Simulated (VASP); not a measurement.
# CaF2 (Fm-3m) in VASP: settings compared

The runs below take CaF2 through relaxation of cell and atoms, with r2SCAN, r2SCAN+rVV10.

All numbers are computed with VASP 6.6.1; they aren't measurements. Logs are shortened: lines on timing, memory, paths and dates and some standing lists are left out, and cuts for length are marked.

**1. Starting point**

Symmetry: Fm-3m, No. 225, cubic system. Conventional cell: a = 5.463 Å, b = 5.463 Å, c = 5.463 Å, α = 90.00°, β = 90.00°, γ = 90.00°. Around Ca (site symmetry m-3m) lie 8 F at 2.37 Å. Around F (site symmetry -43m) lie 4 Ca at 2.37 Å.

**2. Relaxation of cell and atoms, r2SCAN**

Contents of INCAR:

```
PREC = Accurate
ENCUT = 600
EDIFF = 1E-7
ISMEAR = 0
SIGMA = 0.02
LREAL = F
LASPH = T
NELM = 60
ALGO = Normal
ISIF = 3
LWAVE = F
LCHARG = F
METAGGA = R2SCAN
LMIXTAU = T
IBRION = 2
NSW = 90
EDIFFG = -0.005
```

Contents of KPOINTS:

```
Automatic mesh
0
Gamma
  8 8 8
```

Contents of POSCAR:

```
CaF2
1.0
    0.0000000000      2.7316045000      2.7316045000
    2.7316045000      0.0000000000      2.7316045000
    2.7316045000      2.7316045000      0.0000000000
Ca F
1 2
Direct
    0.0000000000      0.0000000000      0.0000000000
    0.2500000000      0.2500000000      0.2500000000
    0.7500000000      0.7500000000      0.7500000000
```

Potentials or basis: VASP PAW PBE potentials, release 64 (Ca_sv, F).

Command:

```sh
$ cat potpaw_PBE.64/Ca_sv/POTCAR potpaw_PBE.64/F/POTCAR > POTCAR
$ mpirun -np 1 vasp_std > vasp.out
```

OUTCAR:

```text
PREC = Accurate
   ENCUT = 600
   EDIFF = 1E-7
   ISMEAR = 0
   LREAL = F
   LASPH = T
   NELM = 60
   ISIF = 3
   METAGGA = R2SCAN
   IBRION = 2
   NSW = 90
   EDIFFG = -0.005

 ion  position               nearest neighbor table
   1  0.000  0.000  0.000-   2 2.37   3 2.37   3 2.37   3 2.37   3 2.37   2 2.37   2 2.37   2 2.37

   2  0.250  0.250  0.250-   1 2.37   1 2.37   1 2.37   1 2.37
   3  0.750  0.750  0.750-   1 2.37   1 2.37   1 2.37   1 2.37

  LATTYP: Found a face centered cubic cell.
 ALAT       =     5.4632090000

  Lattice vectors:

 A1 = (   0.0000000000,   2.7316045000,   2.7316045000)
 A2 = (   2.7316045000,   0.0000000000,   2.7316045000)
 A3 = (   2.7316045000,   2.7316045000,   0.0000000000)

Analysis of symmetry for initial positions (statically):
=====================================================================
 Subroutine PRICEL returns:
 Original cell was already a primitive cell.

 Routine SETGRP: Setting up the symmetry group for a
 face centered cubic supercell.

 Subroutine GETGRP returns: Found 48 space group operations
 (whereof 48 operations were pure point group operations)
 out of a pool of 48 trial point group operations.

The static configuration has the point symmetry O_h .

Analysis of symmetry for dynamics (positions and initial velocities):
=====================================================================
 Subroutine PRICEL returns:
 Original cell was already a primitive cell.

 Routine SETGRP: Setting up the symmetry group for a
 face centered cubic supercell.

 Subroutine GETGRP returns: Found 48 space group operations
 (whereof 48 operations were pure point group operations)
 out of a pool of 48 trial point group operations.

The dynamic configuration has the point symmetry O_h .

 Subroutine INISYM returns: Found 48 space group operations
 (whereof 48 operations are pure point group operations),
 and found     1 'primitive' translations

----------------------------------------------------------------------------------------

                                     Primitive cell

  volume of cell :      40.7646

  direct lattice vectors                    reciprocal lattice vectors
     0.000000000  2.731604500  2.731604500    -0.183042604  0.183042604  0.183042604
     2.731604500  0.000000000  2.731604500     0.183042604 -0.183042604  0.183042604
     2.731604500  2.731604500  0.000000000     0.183042604  0.183042604 -0.183042604

  length of vectors
     3.863072131  3.863072131  3.863072131     0.317039090  0.317039090  0.317039090

  position of ions in fractional coordinates (direct lattice)
     0.000000000  0.000000000  0.000000000
     0.250000000  0.250000000  0.250000000
     0.750000000  0.750000000  0.750000000

  ion indices of the primitive-cell ions
   primitive index   ion index
                 1           1
                 2           2
                 3           3

----------------------------------------------------------------------------------------

 KPOINTS: Automatic mesh

Automatic generation of k-mesh.
 Grid dimensions read from file:
 generate k-points for:    8    8    8

 Generating k-lattice:

  Cartesian coordinates                     Fractional coordinates (reciprocal lattice)
    -0.022880325  0.022880325  0.022880325     0.125000000  0.000000000  0.000000000
     0.022880325 -0.022880325  0.022880325     0.000000000  0.125000000  0.000000000
     0.022880325  0.022880325 -0.022880325     0.000000000  0.000000000  0.125000000

  Length of vectors
     0.039629886  0.039629886  0.039629886

  Shift w.r.t. Gamma in fractional coordinates (k-lattice)
     0.000000000  0.000000000  0.000000000

 Subroutine IBZKPT returns following result:
 ===========================================

 Found     29 irreducible k-points:

 Following reciprocal coordinates:
            Coordinates               Weight
  0.000000  0.000000  0.000000      1.000000
  0.125000  0.000000  0.000000      8.000000
  0.250000  0.000000  0.000000      8.000000
  0.375000  0.000000  0.000000      8.000000
  0.500000  0.000000  0.000000      4.000000
  0.125000  0.125000  0.000000      6.000000
[... 16 lines left out ...]
  0.500000  0.250000  0.125000     48.000000
 -0.375000  0.250000  0.125000     24.000000
 [... further k-points ...]
   k-points           NKPTS =     29   k-points in BZ     NKDIM =     29   number of bands    NBANDS=     16
   number of dos      NEDOS =    301   number of ions     NIONS =      3
   total plane-waves  NPLWV =  32768
   dimension x,y,z NGX =    32 NGY =   32 NGZ =   32
   dimension x,y,z NGXF=    64 NGYF=   64 NGZF=   64
   ions per type =               1   2
   NGX,Y,Z   is equivalent  to a cutoff of  13.77, 13.77, 13.77 a.u.
   NGXF,Y,Z  is equivalent  to a cutoff of  27.54, 27.54, 27.54 a.u.
 SYSTEM =  unknown system
   PREC   = accura    normal or accurate (medium, high low for compatibility)
   ISTART =      0    job   : 0-new  1-cont  2-samecut
   ICHARG =      2    charge: 1-file 2-atom 10-const
   ISPIN  =      1    spin polarized calculation?
   LNONCOLLINEAR =      F non collinear calculations
   LSORBIT =      F    spin-orbit coupling
   LASPH  =      T    aspherical Exc in radial PAW
   ENCUT  =  600.0 eV  44.10 Ry    6.64 a.u.   7.72  7.72  7.72*2*pi/ulx,y,z
   NELM   =     60;   NELMIN=  2; NELMDL= -5     # of ELM steps
   EDIFF  = 0.1E-06   stopping-criterion for ELM
   LREAL  =      F    real-space projection
   EDIFFG = -.5E-02   stopping-criterion for IOM
   NSW    =     90    number of steps for IOM
   IBRION =      2    ionic relax: 0-MD 1-quasi-New 2-CG
   NFREE  =      1    steps in history (QN), initial steepest desc. (CG)
   ISIF   =      3    stress and relaxation
   ISYM   =      2    0-nonsym 1-usesym 2-fastsym
   POTIM  = 0.5000    time-step for ionic-motion
   TEBEG  =    0.0;   TEEND  =   0.0 temperature during run
   PSTRESS=    0.0 pullay stress
   NELECT =      24.0000    total number of electrons
   NUPDOWN=      -1.0000    fix difference up-down
   EMIN   =  10.00;   EMAX   =-10.00  energy-range for DOS
   EFERMI =   0.00;   METHOD = LEGACY
   ISMEAR =     0;   SIGMA  =   0.02  broadening in eV -4-tet -1-fermi 0-gaus
   EFERMI_NEDOS =   21; number of points for ismear=-14 and -15
   IALGO  =     38    algorithm
   IMIX   =      4    mixing-type and parameters
     AMIX     =   0.40;   BMIX     =  1.00
     AMIX_MAG =   1.60;   BMIX_MAG =  1.00
  volume/ion in A,a.u.               =      13.59        91.70
  Fermi-wavevector in a.u.,A,eV,Ry     =   1.372095  2.592883 25.614926  1.882644
  Thomas-Fermi vector in A             =   2.497733
   LORBIT       =      0    0 simple, 1 ext, 2 COOP (PROOUT), +10 PAW based schemes
   METAGGA = R2SCAN    functional components
   LHFCALC =     F    Hartree Fock is set to
   AEXX    =    0.0000 exact exchange contribution
   IVDW    =     0    specifies the selected vdW correction
   LEPSILON=     F    determine dielectric tensor
   LRPA    =     F    only Hartree local field effects (RPA)
 conjugate gradient relaxation of ions
 non-spin polarized calculation
 Gauss-broadening in eV      SIGMA  =   0.02
  energy-cutoff  :      600.00
  volume of cell :       40.76
 maximum number of plane-waves:      1380
   NGX = 15   NGY = 15   NGZ = 15

--------------------------------------- Ionic step        1  -------------------------------------------

 number of electron      23.9999989 magnetization

 Free energy of the ion-electron system (eV)
  ---------------------------------------------------
  ext. energy  EPLUGINS =         0.00000000
  ---------------------------------------------------
  free energy    TOTEN  =       -25.95615357 eV

  energy without entropy =      -25.95615357  energy(sigma->0) =      -25.95615357

------------------------ aborting loop because EDIFF is reached ----------------------------------------

  FORCE on cell =-STRESS in cart. coord.  units (eV):
  Direction    XX          YY          ZZ          XY          YZ          ZX
  --------------------------------------------------------------------------------------
  -------------------------------------------------------------------------------------
  Total       -0.1847187     -0.1847187     -0.1847187      0.0000000      0.0000000      0.0000000
  in kB       -7.2600239     -7.2600239     -7.2600239      0.0000000      0.0000000      0.0000000
  external PRESSURE =      -7.2600239 kB  Pullay stress =       0.0000000 kB
[... 59 lines left out ...]
  energy  without entropy=      -25.9569051372  energy(sigma->0) =      -25.95690514

--------------------------------------- Ionic step        3  -------------------------------------------

 number of electron      23.9999987 magnetization

 Free energy of the ion-electron system (eV)
  ---------------------------------------------------
  ext. energy  EPLUGINS =         0.00000000
  ---------------------------------------------------
  free energy    TOTEN  =       -25.95691103 eV

  energy without entropy =      -25.95691103  energy(sigma->0) =      -25.95691103

 E-fermi :  -1.2894     XC(G=0): -10.2851

 val. band max:       -1.5043984496   @ k =   0.5000   0.5000   0.0000
 cond. band min:       6.4895987739   @ k =   0.0000   0.0000   0.0000
 fundamental gap:      7.9939972235
 Fermi energy:        -1.2893635780

 k-point     1 :       0.0000    0.0000    0.0000
  band No.  band energies     occupation
      1     -38.7145      2.00000
      2     -22.5876      2.00000
      3     -21.8269      2.00000
      4     -18.7776      2.00000
      5     -18.7776      2.00000
      6     -18.7775      2.00000
[... 8 lines left out ...]
     15       8.5324      0.00000
     16      10.7161      0.00000
[... 420 lines left out ...]
  band No.  band energies     occupation
      1     -38.6734      2.00000
      2     -22.5775      2.00000
      3     -22.3873      2.00000
      4     -18.8464      2.00000
      5     -18.6566      2.00000
      6     -18.4409      2.00000
[... 8 lines left out ...]
     15       9.3162      0.00000
     16       9.7510      0.00000

 [... further k-points ...]

------------------------ aborting loop because EDIFF is reached ----------------------------------------

  FORCE on cell =-STRESS in cart. coord.  units (eV):
  Direction    XX          YY          ZZ          XY          YZ          ZX
  --------------------------------------------------------------------------------------
  -------------------------------------------------------------------------------------
  Total        0.0000961      0.0000961      0.0000961     -0.0000000      0.0000000     -0.0000000
  in kB        0.0038066      0.0038066      0.0038066     -0.0000000      0.0000000     -0.0000000
  external PRESSURE =       0.0038066 kB  Pullay stress =       0.0000000 kB
[... 18 lines left out ...]
  FREE ENERGIE OF THE ION-ELECTRON SYSTEM (eV)
  ---------------------------------------------------
  free  energy   TOTEN  =       -25.9569110344 eV

  energy  without entropy=      -25.9569110344  energy(sigma->0) =      -25.95691103

 reached required accuracy - stopping structural energy minimisation
```

Wall time 2.3 min (1 thread of Intel Xeon Platinum 8375C at 2.90GHz (Ice Lake), shared host); peak memory 0.21 GiB.

What came out:

* Free energy: -25.9569 eV
* Relaxed volume: 13.48 Å³/atom
* Relaxed cell: a = 3.853 Å, b = 3.853 Å, c = 3.853 Å, α = 60.00°, β = 60.00°, γ = 60.00°
* Space group after relaxing (to 0.05 Å): Fm-3m (No. 225)
* Energy gained by relaxing: 0.3 meV/atom
* Ionic steps: 3
* Pressure after relaxing: 0.0 GPa
* Band gap on the k mesh: 7.99 eV, indirect (least direct gap 8.25 eV)

Step by step:
| step | energy change (eV) | largest force (eV/Å) | pressure (GPa) | volume (Å³) |
| --- | --- | --- | --- | --- |
| 1 | 0.0000 | 0.0000 | -0.73 | 40.76 |
| 2 | -0.0008 | 0.0000 | 0.06 | 40.40 |
| 3 | -0.0008 | 0.0000 | 0.00 | 40.43 |

Final structure:
```cif
data_structure
_symmetry_space_group_name_H-M 'P 1'
_symmetry_Int_Tables_number 1
_cell_length_a 3.8525
_cell_length_b 3.8525
_cell_length_c 3.8525
_cell_angle_alpha 60.000
_cell_angle_beta 60.000
_cell_angle_gamma 60.000
_cell_volume 40.43
loop_
_atom_site_label
_atom_site_type_symbol
_atom_site_fract_x
_atom_site_fract_y
_atom_site_fract_z
_atom_site_occupancy
Ca1 Ca 0.00000 0.00000 0.00000 1
F1 F 0.25000 0.25000 0.25000 1
F2 F 0.75000 0.75000 0.75000 1
```

Levels at points of the mesh, in eV from the valence-band top:
```tsv
k point	band 10	band 11	band 12	band 13	band 14	band 15
(0.00, 0.00, 0.00)	-0.26	-0.26	-0.26	7.99	10.04	10.04
(0.50, 0.00, 0.00)	-1.25	-0.84	-0.84	10.23	10.23	10.71
(0.50, 0.50, 0.00)	-0.36	-0.36	0.00	8.78	10.48	10.97
```

Caveat: the PAW data sets were made with another functional, which shifts forces and pressure a little. r2SCAN opens gaps a little over a GGA but as a rule still falls short of measured ones.

**3. Relaxation of cell and atoms, r2SCAN+rVV10**

INCAR, as its differences from that of step 2:

```diff
@@ -14,2 +14,6 @@
 LMIXTAU = T
+LUSE_VDW = T
+IVDW_NL = 2
+BPARAM = 11.95
+CPARAM = 0.0093
 IBRION = 2
```

KPOINTS is that of step 2.

POSCAR is that of step 2.

Potentials or basis: VASP PAW PBE potentials, release 64 (Ca_sv, F).

Command:

```sh
$ cat potpaw_PBE.64/Ca_sv/POTCAR potpaw_PBE.64/F/POTCAR > POTCAR
$ mpirun -np 1 vasp_std > vasp.out
```

It took 4.7 min on 1 thread of Intel Xeon Platinum 8375C at 2.90GHz (Ice Lake), shared host; peak memory 0.35 GiB.

The run converged. Its results:

- Free energy: -25.2014 eV
- Relaxed volume: 13.32 Å³/atom
- Relaxed cell: a = 3.837 Å, b = 3.837 Å, c = 3.837 Å, α = 60.00°, β = 60.00°, γ = 60.00°
- Space group after relaxing (to 0.05 Å): Fm-3m (No. 225)
- Energy gained by relaxing: 1.5 meV/atom
- Ionic steps: 3
- Pressure after relaxing: 0.0 GPa
- Band gap on the k mesh: 7.93 eV, indirect (least direct gap 8.19 eV)

The path:
```
step  energy change (eV)  largest force (eV/Å)  pressure (GPa)  volume (Å³)
   1              0.0000                0.0000           -1.78        40.76
   2             -0.0045                0.0000            0.19        39.88
   3             -0.0045                0.0000            0.00        39.96
```

Final structure:
```
Ca F
1.0
     0.00000    2.71351    2.71351
     2.71351    0.00000    2.71351
     2.71351    2.71351    0.00000
Ca F
1 2
Cartesian
  0.0000 0.0000 0.0000
  1.3568 1.3568 1.3568
  4.0703 4.0703 4.0703
```

Levels at points of the mesh, in eV from the valence-band top:
| k point | band 9 | band 10 | band 11 | band 12 | band 13 | band 14 | band 15 | band 16 |
| --- | --- | --- | --- | --- | --- | --- | --- | --- |
| (0.00, 0.00, 0.00) | -2.17 | -0.26 | -0.26 | -0.26 | 7.93 | 10.07 | 10.07 | 12.33 |
| (0.50, 0.00, 0.00) | -1.30 | -1.28 | -0.85 | -0.85 | 10.27 | 10.27 | 10.79 | 11.16 |
| (0.50, 0.50, 0.00) | -1.68 | -0.37 | -0.37 | 0.00 | 8.73 | 10.55 | 11.04 | 11.94 |

Caveat: the PAW data sets were made with another functional, which shifts forces and pressure a little. r2SCAN opens gaps a little over a GGA but as a rule still falls short of measured ones.
